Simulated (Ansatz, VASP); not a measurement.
## Lu: VASP beside Ansatz

```
Lu
1.0
     3.50310    0.00000    0.00000
    -1.75155    3.03377    0.00000
     0.00000    0.00000    5.55090
Lu
2
Direct
  0.66667 0.33333 0.75000
  0.33333 0.66667 0.25000
```

Alike in both runs: functional revPBE; k mesh 5 × 5 × 3; occupations fermi-dirac, width 0.05 eV; no spin polarisation.

|  | VASP | Ansatz |
| --- | --- | --- |
| version | VASP 6.6.1 | Ansatz 0.2.0 |
| potentials or method | VASP PAW PBE potentials, release 64 (Lu) | Ansatz PAW |
| plane-wave cutoff (eV) | 520 | 420 |
| valence electrons in the cell | 50 | 50 |
| task | single point | projected density of states |

VASP gave:

```
gap on the k mesh at the Fermi level (eV)       : none
pressure (GPa)                                  : 0.2
largest component of the traceless stress (GPa) : 1.05
```

Which values does Ansatz return?

gap on the k mesh at the Fermi level (eV): none; pressure (GPa): 1.3; largest component of the traceless stress (GPa): 1.02.

A gap of «none» marks a metal or a gap that the smearing closes.

Caveats: the k mesh is coarse (spacing up to 0.41 Å⁻¹), so the values aren't converged; the PAW data sets were made with another functional, which shifts forces and pressure a little (VASP); the PAW data sets come from PBE, with cores solved anew for the run's functional, which leaves a small shift of forces and pressure (Ansatz); the density of states is complete only up to the lowest level of the last band computed (Ansatz). The runs have no spin-orbit coupling, so splittings on Lu are missing.
